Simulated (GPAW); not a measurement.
CdSe (Cadmoselite):

```
Cd Se
1.0
     4.30000    0.00000    0.00000
    -2.15000    3.72391    0.00000
     0.00000    0.00000    7.02000
Cd Se
2 2
Cartesian
  2.1500 1.2413 3.5100
  0.0000 2.4826 0.0000
  2.1500 1.2413 6.2127
  0.0000 2.4826 2.7027
```

- Program: GPAW 26.7.0
- Task: relaxation of cell and atoms
- Functional: AM05
- Potentials or basis: PAW data sets generated in the run's folder for this functional
- Cutoff: 600 eV
- Basis: pw
- k mesh: 5 × 5 × 3
- Occupations: fermi-dirac, width 0.05 eV
- Spin: no spin polarisation

At the start: pressure 0.5 GPa; volume 28.10 Å³/atom.

Q: How do energy, volume and symmetry change on relaxing?

A: Over 6 steps the energy falls by 4.9 meV/atom and the volume is 28.37 Å³/atom (+1.0 %); space group P6_3mc (No. 186, to 0.05 Å).

Step by step:
```csv
step,energy change (eV),largest force (eV/Å),pressure (GPa),volume (Å³)
1,0.0000,0.2626,0.51,112.41
2,-0.0049,0.2298,0.43,112.52
3,-0.0189,0.0155,0.05,113.21
4,-0.0191,0.0075,0.07,113.17
5,-0.0191,0.0083,0.06,113.19
6,-0.0194,0.0096,-0.08,113.50
```

Final structure:
```
Cd Se
1.0
     4.31940    0.00000    0.00000
    -2.15970    3.74071    0.00000
     0.00000    0.00000    7.02440
Cd Se
2 2
Direct
  0.66667 0.33333 0.50415
  0.33333 0.66667 0.00415
  0.66667 0.33333 0.88085
  0.33333 0.66667 0.38084
```

Caveat: later steps reuse the first step's grids.
